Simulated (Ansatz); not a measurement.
## Al under changes of volume

One of the cells (16.603 Å³/atom); the others are scaled copies at fixed shape and fractional positions:

```
Al
1.0
     0.00000    2.02481    2.02481
     2.02481    0.00000    2.02481
     2.02481    2.02481    0.00000
Al
1
Direct
  0.00000 0.00000 0.00000
```

| Property | Result |
| --- | --- |
| Program | Ansatz 0.2.0 |
| Functional | BLYP |
| Potentials or basis | Ansatz PAW |
| Cutoff | 420 eV (not typed: the program's choice for these potentials) |
| k mesh | 11 × 11 × 11 |
| Occupations | fermi-dirac, width 0.05 eV |
| Spin | no spin polarisation |

| volume (Å³/atom) | energy over the lowest point (meV/atom) | pressure (GPa) |
| --- | --- | --- |
| 15.607 | 41.18 | 8.3 |
| 15.939 | ? | ? |
| 16.271 | 14.70 | 4.6 |
| 16.603 | 6.83 | 3.0 |
| 16.935 | 2.05 | 1.6 |
| 17.267 | 0.00 | 0.4 |
| 17.599 | 0.38 | -0.7 |

Problem. What does the run at 15.939 Å³/atom give?

Solution. Energy over the lowest point 26.02 meV/atom; pressure 6.3 GPa.

Worked out: A Birch-Murnaghan fit of order 3 (a polynomial in V^(-2/3)) to the other rows has its minimum at 17.38 Å³/atom with B0 = V·E''(V) = 59 GPa and B' = 5.0. It gives 26.00 meV/atom at 15.939 Å³/atom, against the run's 26.02, and -dE/dV = 6.4 GPa, against 6.3.

Energies are extrapolated to zero smearing.

Caveats: the PAW data sets come from PBE, with cores solved anew for the run's functional, which leaves a small shift of forces and pressure.
